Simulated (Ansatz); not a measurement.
# CoO (I4/mmm) in Ansatz: notebook

One crystal, CoO, is run at these levels: PBE+D3(BJ)+U, PBEsol+D4+U; tasks: band structure, atomic charges, single point.

Everything below comes from runs of Ansatz 0.2.0. Logs are shortened: lines on timing, memory, paths and dates and some standing lists are left out, and cuts for length are marked.

## (1) The crystal as given

It takes space group I4/mmm (No. 139, tetragonal). Conventional cell: a = 3.016 Å, b = 3.016 Å, c = 4.214 Å, α = 90.00°, β = 90.00°, γ = 90.00°. Around Co (site symmetry 4/mmm) lie 6 O at 2.11 to 2.13 Å. O (site symmetry 4/mmm) is surrounded by 6 Co at 2.11 to 2.13 Å.

## (2) Band structure, PBE+D3(BJ)+U, collinear spin, ferromagnetic start

File input.yaml:

```yaml
crystal:
  lattice:
    - [-1.508, 1.508, 2.1072475377]
    - [1.508, -1.508, 2.1072475377]
    - [1.508, 1.508, -2.1072475377]
  atoms:
    - { symbol: Co, position: [0.0, 0.0, 0.0], spin: 2.0 }
    - { symbol: O, position: [0.5, 0.5, 0.0] }
hamiltonian:
  xc: pbe
  pseudopotentials: { kind: paw, partial_waves: polarizable }
  dispersion: d3bj
  hubbard:
    sites: [{ species: Co, l: d, u_eff: 4.5 }]
    projectors: all-electron-atomic
magnetization:
  spin_polarized: true
kpoints:
  mp_grid: { grid: [12, 12, 12] }
  band_path:
    path:
      - [[0.0, 0.0, 0.0], [0.0, 0.0, 0.5], [-0.2560599034, 0.2560599034, 0.5], [-0.3780299517, 0.3780299517, 0.3780299517], [0.0, 0.0, 0.0], [0.5, 0.5, -0.5], [0.3780299517, 0.6219700483, -0.3780299517], [0.0, 0.5, 0.0], [0.25, 0.25, 0.25], [0.5, 0.5, -0.2560599034], [0.5, 0.5, -0.5]]
      - [[0.0, 0.0, 0.5], [0.25, 0.25, 0.25]]
    npoints: 14
scf:
  occupations: { method: methfessel_paxton, width: 0.01 }
  n_extra_bands: 6
output:
  forces: true
  stress: true
  eigenvalues: true
  fatbands: false
```

Potentials or basis: Ansatz PAW polarizable.

On the command line:

```console
> ansatz run input.yaml --threads 1 --pin off --max-ram 2560MiB --backend cpu --events-out ev --progress --plain --runs-dir out
```

The program printed:

```text
Warning: RAYON_NUM_THREADS=1 ignored (pool sized by the plan → 1); use --threads N
Co: projections on atomic orbitals take those of the free atom [Ne] 3s2 3p6 3d7 4s2, of charge +0.00 (hamiltonian.pseudopotentials.projection_atoms); the dataset's partial waves leave at most 1.4e-6 of an orbital's norm unspanned inside its sphere
O: projections on atomic orbitals take those of the free atom [He] 2s2 2p4, of charge +0.00 (hamiltonian.pseudopotentials.projection_atoms); the dataset's partial waves leave at most 1.9e-8 of an orbital's norm unspanned inside its sphere
scf.n_extra_bands = 6 over 12 filled bands (N_el = 23.0): the run solves 18 bands
Engine: ansatz 0.2.0, aarch64-unknown-linux-gnu
Pseudopotentials: kind: paw
Pseudopotential: Co, paw, valence charge 17, recommended cutoff 420 eV (normal), Co.paw.azcp
Pseudopotential: O, paw, valence charge 6, recommended cutoff 420 eV (normal), O.paw.azcp
Functional definition: PBE
  parameter kappa = 0.804
  parameter beta = 0.06672455060314922
  exchange = pbe_x(kappa = kappa, mu = beta*pi^2/3)
  correlation = pbe_c(beta = beta)
Crystal: 2 atoms, lattice volume = 19.168 Å³
Basis set: ecut = 420 eV, 339 PW (Γ), exchange–correlation on 48×48×48 points (8 copies of the dense FFT grid, shifted against one another)
Bands: 18, of which v1, the nominal top of the filled ones, is band 12 counted from 1 (11 counted from 0)
Symmetry: 16 space group operations
Space group: I4/mmm (ITA 139), of the structure as read, at distance tolerance 2.7e-5 Å
Magnetic group: BNS 139.531 (UNI 1191), of the structure as read, at distance tolerance 2.7e-5 Å
k-points: 163 of 1728
Non-local potential: Co, projectors of the file, l = 0: 3, l = 1: 2, l = 2: 3, l = 3: 1
Non-local potential: O, projectors of the file, l = 0: 2, l = 1: 2, l = 2: 1
PAW form: soft (Blöchl's): semilocal exchange-correlation on the pseudo side does not see the compensation charge
PAW one-centre angular grid: Co, 590 points (default); XC on 64 Gauss nodes
PAW one-centre angular grid: O, 110 points (default); XC on 64 Gauss nodes
Initial density: superposition of atomic densities (chi_scale 0.1, normalization cell, long waves kept (reshape's long-wave potential 0.00 eV rms))
Starting moments: Σ|m| = 2 μB on 1 of 2 sites
Initial wavefunctions: pseudopotential atomic-orbital guess
Functional: x = pbe(κ = 0.804, μ = 0.2195149727645171), c = pbe(β = 0.06672455060314922)
Partial waves of O: polarizable
Partial waves of Co: polarizable
SCF iter   1: F=—  HF=-5692.768482 eV  |F-HF|=—  |Δ(HF+E_count)|=         —  Δρ=3.63e-1 (↑1.71e-1 ↓3.63e-1)  dr2=4.26e1  dr2_m=2.23e0  M=0.831 μB ∫|m|=0.832 μB  β_m=0.30  ethr=3.10e-3  ⟨swp⟩=5.0  Hψ=25961  notcnv=0
preconditioner: auto → none  [metal: Δε(μ)=0.001 eV  Ē_g=16.495 eV  σ=0.010 eV  W_gap=0.08  n_scr=8 (ndim 8)  ℏωp=32.8 eV  f_vac=0.000  D(μ)=3.03/eV (n_scr^D=58)  sad-step TF]
SCF iter   2: F=—  HF=-5689.956438 eV  |F-HF|=—  |Δ(HF+E_count)|=    2.81e0  Δρ=2.12e-1 (↑1.06e-1 ↓2.12e-1)  dr2=3.43e0  dr2_m=3.36e0  M=2.976 μB ∫|m|=2.976 μB  β_m=1.00  ethr=3.10e-3  ⟨swp⟩=3.0  Hψ=15513  notcnv=0  defer=471
SCF iter   3: F=—  HF=-5689.612363 eV  |F-HF|=—  |Δ(HF+E_count)|=   3.44e-1  Δρ=4.99e-2 (↑4.80e-2 ↓4.99e-2)  dr2=8.62e-1  dr2_m=7.47e-3  M=2.961 μB ∫|m|=2.964 μB  β_m=0.30  ethr=3.10e-3  ⟨swp⟩=3.0  Hψ=14057  notcnv=0  defer=525
[... 2 lines left out ...]
spin-set hold released at iteration 4 (site moments contracting): the magnetisation degrees of freedom join the quasi-Newton model from the next iteration; the mixer history was flushed
[... 9 lines left out ...]
[... 63 lines left out ...]
[... 4 lines left out ...]
an SCF along what the orbitals of the run's state read of its open shells (or to have them read: on a GPU, or by another smearing), with 12 of the crystal's symmetry operations given up (476 k-points in place of 163), reached no lower state that the run goes on to. This is no proof of a minimum
Symmetry: 2 space group operations
k-points: 868 of 1728
Partial waves of O: polarizable
Partial waves of Co: polarizable
iter 1 solved again at ethr=1.00e-12 eV; its pass at ethr=4.35e-6 eV (dr2=9.51e-11 eV) is discarded
SCF iter   1: F=—  HF=-5691.509649 eV  |F-HF|=—  |Δ(HF+E_count)|=         —  Δρ=9.42e-7 (↑9.42e-7 ↓4.74e-7)  dr2=9.50e-11  dr2_m=4.51e-11  M=3.000 μB ∫|m|=3.007 μB  ethr=1.00e-12  ⟨swp⟩=1.0  Hψ=181389  notcnv=0
SCF iter   2: F=-5691.509649 eV  HF=-5691.509649 eV  |F-HF|=2.04e-10  |Δ(HF+E_count)|=  1.40e-10  Δρ=9.16e-7 (↑5.94e-7 ↓9.16e-7)  dr2=2.71e-10  dr2_m=1.38e-11  M=3.000 μB ∫|m|=3.007 μB  ethr=1.00e-12  ⟨swp⟩=1.0  Hψ=144710  notcnv=0
WARN: dispersion: an atom stands within reach of a switch of its C6 between two reference coordination numbers of its element: through that C6 alone, e_disp changes by 0.025 eV or more while the distances to its neighbours run over a stretch of 0.05 Å that contains this geometry (sites counted from 0 in the run's list of atoms or, in a supercell that it derives, in that cell's: here a list of 2) — site 0 (Co): coordination number 5.310 (about 4.40 to 6.22 with every neighbour 0.05 Å farther or nearer), switch near 5.352 between the references 2.926 (weight 0.84) and 7.779 (weight 0.16), e_disp changing by some 0.07 eV. This is how the published method behaves, and the energy and the forces stay consistent. Where you compare this geometry's total energy with another's, compare their components.e_disp too, and, where the geometries are yours to choose, keep both on one side of the switch, which a site's coordination number tells: a relaxation that ends in reach of it can search the other side under relax.adjacent_minimum: search, except where no move that the cell, the constraints and the symmetry allow carries the atom there
SCF 6 converged in 2 iterations: F = -5691.509649 eV  dr2 = 2.71e-10
this state was not tested for a lower state beside it, because cold or Methfessel-Paxton smearing, or corrected tetrahedra, fill the levels in a way that the test cannot read (fill_not_monotonic; see scf.lower_state_search)
NSCF: frozen V_eff on 156 k-points
SCF converged after 2 iterations
Magnetization: 3.0000 μB (13.0000 up, 10.0000 down)
Absolute magnetization: 3.0048 μB (∫|ρ↑−ρ↓|, with the PAW one-centre terms)
Spin contamination: 0.0029 ħ² per cell (⟨S²⟩ above its minimum at these occupations)
Per-site moments (μB) at R_I (Å): [(2.6085656672447723, 0.86923960930125), (0.2048258629493726, 0.86923960930125)]
Free energy (F): -5691.509648 eV
Harris-Foulkes:  -5691.509648 eV  (|F-HF|=3.00e-11)
Internal energy: -5691.509648 eV  (E = F + TS)
E sigma→0 (E₀):  -5691.509648 eV
Fermi energy:    14.423632 eV
Step filling:    the computed levels leave a gap of 1.3119 eV = 131.2 smearing widths at the electron count; against every level under it full and every level over it empty, smearing changes F+E_penalty+E_count by +0.00e0 meV and its σ→0 estimate by +0.00e0 meV
--- Per-component energies (eV) ---
  E_band       = -317.951986
  E_kinetic    = 617.692570
  E_local      = -3419.677463  (includes V_loc(G=0)·N_el)
  E_nonlocal   = 514.768912
  E_hartree    = 1403.475059
  E_xc         = -229.013300
  E_vxc        = -294.291012  (∫ρ·V_xc dr)
  E_hubbard    = 0.867424  (on-site DFT+U / exact-exchange correction)
  E_vhub       = -14.940434  (the Hubbard potential's part of the band-sum identity)
  E_paw        = -1677.125626  (= ΣΔE_a)
  E_vpaw       = -528.456775  (= ΣTr[D̂ρ^β])
  E_aug_tail   = 0.002500  (compensation charges beyond the density's cutoff)
  E_ewald      = -2901.991429
  E_disp       = -0.508295  (pairwise vdW)
  E_smearing   = -0.000000  (= −TS)
  E_closure    = 0.000000  (closes the sum)
  Σ components = -5691.509648   (vs F -5691.509648, Δ=0.00e0)
--- Forces (eV/Å), atoms counted from 1 ---
  atom   1  Co    -0.00000000     0.00000000     0.00000000
  atom   2  O      0.00000000     0.00000000     0.00000000
  max |Σ_I F_I| component: 6.43e-29 eV/Å
--- Stress (GPa, compression-positive) ---
       60.995908       0.000000       0.000000
        0.000000      59.396201       1.043299
        0.000000       1.043353      62.266234
  P = ⅓ Tr σ = 60.8861 GPa (608.861 kbar)
--- Band table (eV; the first three rows and the last of 952) ---
  k-point 0 ↑: bands = ["-83.1725", "-46.9396", "-46.2012", "-46.1508", "-5.8785", "7.5291", "8.2454", "8.2723", "8.8370", "8.8673", "11.2799", "11.3364", "11.3614", "15.0795", "30.7112", "31.7992", "32.1756", "32.1903"]
  k-point 1 ↑: bands = ["-83.1724", "-46.9411", "-46.2025", "-46.1525", "-5.7819", "7.5094", "7.7990", "8.2907", "8.7746", "8.8267", "11.2885", "11.3403", "11.4057", "15.8098", "29.3217", "31.1921", "31.4450", "32.7173"]
  k-point 2 ↑: bands = ["-83.1718", "-46.9450", "-46.2061", "-46.1571", "-5.5459", "6.9473", "7.4673", "8.3602", "8.6427", "8.7834", "11.2334", "11.3419", "11.4902", "17.3940", "27.8855", "29.3334", "30.2162", "30.4694"]
  k-point 475 ↓: bands = ["-79.8600", "-43.3756", "-43.1534", "-43.1266", "-3.8990", "7.7635", "9.7593", "10.3534", "10.3774", "11.6222", "15.9414", "16.0703", "16.4652", "20.8242", "24.6433", "26.3050", "30.4132", "30.5284"]
Occupation matrices written to <dir>
```

Wall time 3.4 min (1 thread of Arm Neoverse V2, shared host); peak memory 1.3 GiB.

What came out:

* Free energy: -5691.5096 eV
* Pressure: 60.9 GPa
* Band gap on the k mesh: 1.31 eV, indirect (least direct gap 2.36 eV)
* Band gap along the path: 1.31 eV, indirect (least direct gap 2.51 eV)
* Net moment: 3.00 μB per cell
* Absolute moment: 3.00 μB per cell
* Site moments: Co +2.61; O +0.20 μB

Levels at the corners of the path, in eV from the valence-band top:
Spin up:
```
point  band 11  band 12  band 13  band 14  band 15  band 16
    Γ    -2.49    -2.43    -2.41     1.31    16.94    18.03
    X    -3.78    -3.71    -3.68     6.02    10.25    11.85
    Y    -3.45    -3.27    -2.04     8.35    10.32    10.45
    S    -3.17    -3.03    -1.87     7.58    10.02    10.34
    Γ    -2.49    -2.43    -2.41     1.31    16.94    18.03
    Z    -3.80    -3.75    -3.70     6.02    10.40    11.71
   S1    -3.17    -3.03    -1.87     7.58    10.02    10.34
    N    -2.81    -0.16     0.00     5.30     9.84    13.34
    P    -3.40    -3.16    -2.01     8.45    10.31    10.31
   Y1    -3.45    -3.27    -2.04     8.35    10.32    10.45
    Z    -3.80    -3.75    -3.70     6.02    10.40    11.71
    X    -3.78    -3.71    -3.68     6.02    10.25    11.85
    P    -3.40    -3.16    -2.01     8.45    10.31    10.31
```
Spin down:
```tsv
point	band 8	band 9	band 10	band 11	band 12	band 13
Γ	-2.11	-2.07	-2.05	1.62	1.72	1.79
X	-3.41	-3.31	-2.16	2.13	2.25	2.73
Y	-4.35	-2.14	-2.01	2.36	2.56	3.06
S	-3.66	-2.36	-1.70	2.24	2.73	3.05
Γ	-2.11	-2.07	-2.05	1.62	1.72	1.79
Z	-3.41	-3.39	-2.15	2.17	2.30	2.70
S1	-3.66	-2.36	-1.70	2.24	2.73	3.05
N	-3.65	-1.50	-1.29	2.51	3.92	4.02
P	-4.46	-2.04	-1.99	2.37	2.57	3.05
Y1	-4.35	-2.14	-2.01	2.36	2.56	3.06
Z	-3.41	-3.39	-2.15	2.17	2.30	2.70
X	-3.41	-3.31	-2.16	2.13	2.25	2.73
P	-4.46	-2.04	-1.99	2.37	2.57	3.05
```

Eigenvalues of the final occupation matrices:
```tsv
site	spin	trace	eigenvalues
site 1	1	4.99	1.00 1.00 1.00 1.00 1.00
site 1	2	2.42	0.07 0.18 0.19 0.99 0.99
```

Caveat: the magnetic or orbital state may not be the lowest; a pressure of tens of GPa on the cell as given is suspect, and the run, the potentials or the cell itself is likely at fault; the pressure holds a Pulay correction of +0.8 GPa for the finite cutoff; a cell with one magnetic atom can't hold antiferromagnetic order, which such compounds often take. The state reached can hang on the start; a lower one may exist.

## (3) Atomic charges, PBEsol+D4+U, collinear spin, random start

File input.yaml:

```yaml
crystal:
  lattice:
    - [-1.508, 1.508, 2.1072475377]
    - [1.508, -1.508, 2.1072475377]
    - [1.508, 1.508, -2.1072475377]
  atoms:
    - { symbol: Co, spin: 2.26, position_ang: [0.0, 0.0, 0.0] }
    - { symbol: O, position_ang: [0.0, 0.0, 2.107247538] }
hamiltonian:
  xc: pbesol
  pseudopotentials: { kind: paw, core: small }
  dispersion: d4
  hubbard: { sites: [{ species: Co, l: d, u_eff: 3.0 }], projectors: atomic }
magnetization:
  spin_polarized: true
kpoints:
  mp_grid: { grid: [12, 12, 12] }
scf:
  occupations: { method: methfessel_paxton, width: 0.3 }
output:
  forces: true
  stress: true
  eigenvalues: true
  bader: true
  populations: true
  write_density: true
  write_potential: true
  elf: true
  volumetric_format: npy
```

Potentials or basis: Ansatz PAW.

On the command line:

```console
> ansatz run input.yaml --threads 1 --pin off --max-ram 2560MiB --backend cpu --events-out ev --progress --plain --runs-dir out
```

Run time: 4.7 min. Hardware: 1 thread of Arm Neoverse V2, shared host; peak memory 1.7 GiB.

The run converged, but some of its settings lie outside the range that counts as converged (typed here: scf.occupations.method = methfessel_paxton; scf.occupations.width = 0.3; hamiltonian.xc = pbesol), so its numbers aren't taken as properties of the crystal.

What came out:

| Quantity | Value |
| --- | --- |
| Free energy | -5651.6326 eV |
| Pressure | -0.1 GPa |
| Band gap on the k mesh | 0.65 eV, indirect (least direct gap 1.53 eV) |
| Net moment | 3.00 μB per cell |
| Absolute moment | 3.01 μB per cell |
| Site moments | Co +2.57; O +0.25 μB |
| Bader charges | Co +1.28; O -1.28 e |

Caveat: the magnetic or orbital state may not be the lowest; the pressure holds a Pulay correction of +1.0 GPa for the finite cutoff; a cell with one magnetic atom can't hold antiferromagnetic order, which such compounds often take; the PAW data sets come from PBE, with cores solved anew for the run's functional, which leaves a small shift of forces and pressure.

## (4) Single point, PBEsol+D4+U, collinear spin, random start

File run.py:

```python
import json

import ase.io
import numpy as np

import ansatz as az

atoms = ase.io.read("POSCAR", format="vasp")
atoms.set_initial_magnetic_moments([-0.83, 0.0])

calculation = (
    az.Crystal.from_ase(atoms)
    .calculation()
    .kpoints(12, 12, 12)
    .functional("pbesol", dispersion="d4")
    .pseudopotentials(kind="paw")
    .hubbard(double_counting="amf")
    .hubbard("Co", "d", u_eff=3.5)
    .spin("collinear")
    .occupations(method="methfessel_paxton", width=0.1)
    .forces()
    .stress()
    .band_table(publish=True)
)
outcome = calculation.run(threads=2, events_out="events.jsonl")

report = outcome.report
for line in open("events.jsonl"):
    event = json.loads(line)
    if event["event"] == "scf_iter":
        d = event["data"]
        print(f"SCF {d['iter']:3d}  HF = {d['harris_foulkes_ev']:.6f} eV  dr2 = {d['dr2_ev']:.2e} eV")
    elif event["event"] in ("relax_step", "md_step"):
        d = event["data"]
        print(f"{event['event']} {d['step']:3d}  E = {d['lagrangian_ev']:.6f} eV")
np.set_printoptions(precision=5, suppress=True, linewidth=110)
print("converged:", report["converged"], "after", report["n_iterations"], "iterations")
print(f"free energy {report['free_energy_ev']:.6f} eV, Fermi level {report['fermi_energy_ev']:.4f} eV")
for key in ("band_edges_ev", "magnetization_mub", "site_moments_mub", "site_moments_nc_mub", "forces_ev_ang",
                "stress_gpa"):
    if report.get(key) is not None:
        print(key, np.array(report[key]), sep="\n")
```

File POSCAR:

```
CoO
1.0
   -1.5080000000      1.5080000000      2.1072475377
    1.5080000000     -1.5080000000      2.1072475377
    1.5080000000      1.5080000000     -2.1072475377
Co O
1 1
Direct
    0.0000000000      0.0000000000      0.0000000000
    0.5000000000      0.5000000000      0.0000000000
```

On the command line:

```console
> python run.py
```

Run time: 2 min. Hardware: 2 threads of Arm Neoverse V1, shared host; peak memory 1.2 GiB.

Results (log left out):

- Free energy: -5654.2264 eV
- Pressure: -9.9 GPa
- Band gap on the k mesh: 0.37 eV, indirect (least direct gap 1.13 eV)
- Net moment: -1.00 μB per cell
- Absolute moment: 1.55 μB per cell
- Site moments: Co -0.85; O -0.10 μB

Stress tensor (GPa, compression positive):
```
 -5.93   0.00   0.00
  0.00  -6.56   0.00
  0.00   0.00 -17.22
```

Levels at points of the mesh, in eV from the valence-band top:
Spin up:
```csv
k point,band 7,band 8,band 9,band 10,band 11,band 12,band 13,band 14,band 15,band 16
"(0.00, 0.00, 0.00)",-3.38,-3.32,-3.00,-2.91,-2.85,0.50,0.87,1.09,16.33,18.02
"(0.00, 0.00, -0.50)",-4.37,-4.28,-4.13,-2.98,-2.15,1.19,1.65,6.07,9.85,11.77
"(0.00, -0.50, 0.00)",-4.90,-4.89,-2.81,-2.16,-1.73,2.76,3.12,4.83,9.69,13.37
"(0.00, -0.50, -0.50)",-5.85,-4.84,-2.09,-1.98,-1.39,2.47,3.13,4.95,9.61,13.20
"(-0.50, -0.50, -0.50)",-4.51,-4.23,-4.19,-2.20,-2.13,0.92,1.35,6.04,9.94,11.58
```
Spin down:
```
              k point  band 8  band 9  band 10  band 11  band 12  band 13  band 14  band 15  band 16
   (0.00, 0.00, 0.00)   -3.37   -3.21    -3.13    -3.11    -3.08     0.37     0.90    16.34    17.89
  (0.00, 0.00, -0.50)   -4.34   -4.25    -3.09    -2.75    -2.15     1.12     5.75     9.66    11.57
  (0.00, -0.50, 0.00)   -5.90   -2.43    -2.06    -1.23     0.00     2.16     4.82     9.36    12.95
 (0.00, -0.50, -0.50)   -5.06   -2.60    -2.58    -1.69    -0.04     2.47     4.73     9.42    13.09
(-0.50, -0.50, -0.50)   -4.41   -4.19    -3.39    -2.25    -2.07     0.64     5.75     9.84    11.44
```

Eigenvalues of the final occupation matrices:
```csv
site,spin,trace,eigenvalues
site 1,1,3.25,0.13 0.13 0.99 1.00 1.00
site 1,2,4.11,0.14 0.99 0.99 1.00 1.00
```

Caveat: the magnetic or orbital state may not be the lowest; the pressure holds a Pulay correction of +0.8 GPa for the finite cutoff; a cell with one magnetic atom can't hold antiferromagnetic order, which such compounds often take. A k mesh can miss the band edges.

## (5) For comparison

An earlier run on the cell as given: functional PBE; potentials or basis Ansatz PAW; cutoff 420 eV (not typed: the program's choice for these potentials); k mesh 12 × 12 × 12; occupations fermi-dirac, width 0.05 eV; collinear spin, ferromagnetic start; starting moments [2.0, 0.0] μB.

- Pressure: 0.0 GPa
- Band gap on the k mesh: none (metal or under the smearing width)
- Net moment: 2.92 μB per cell
- Absolute moment: 2.93 μB per cell
- Site moments: Co +2.48; O +0.32 μB

## (6) Overview

| task | level | potentials or basis | spin | U | smearing | hubbard projectors | points for each segment of the path | double counting | driver | gap on the mesh (eV) | pressure (GPa) | moment (μB) |
| --- | --- | --- | --- | --- | --- | --- | --- | --- | --- | --- | --- | --- |
| band structure | PBE+D3(BJ)+U | Ansatz PAW polarizable | collinear, ferromagnetic start | Co d U = 4.5 eV | methfessel-paxton 0.01 eV | all-electron-atomic | 14 | fll (the default) | - | 1.31 | 60.9 | 3.00 |
| single point | PBEsol+D4+U | Ansatz PAW | collinear, random start | Co d U = 3.5 eV | methfessel-paxton 0.1 eV | ortho-atomic (the default) | - | amf | chain | 0.37 | -9.9 | 1.00 |
| single point | PBE | Ansatz PAW | collinear, ferromagnetic start | - | fermi-dirac 0.05 eV | - | - | - | - | none | 0.0 | 2.92 |

Alike in all rows: cell as given; k mesh 12 × 12 × 12; cutoff (eV) 420.

Caveats: a cell with one magnetic atom can't hold antiferromagnetic order, which such compounds often take; the magnetic or orbital state may not be the lowest (some runs); a pressure of tens of GPa on the cell as given is suspect, and the run, the potentials or the cell itself is likely at fault (some runs); semilocal functionals often make such compounds metallic where correlation or magnetic order opens a gap, which also shifts bond lengths (some runs).

Total energies depend on the potentials used, so only differences within one code and one set of settings carry meaning.
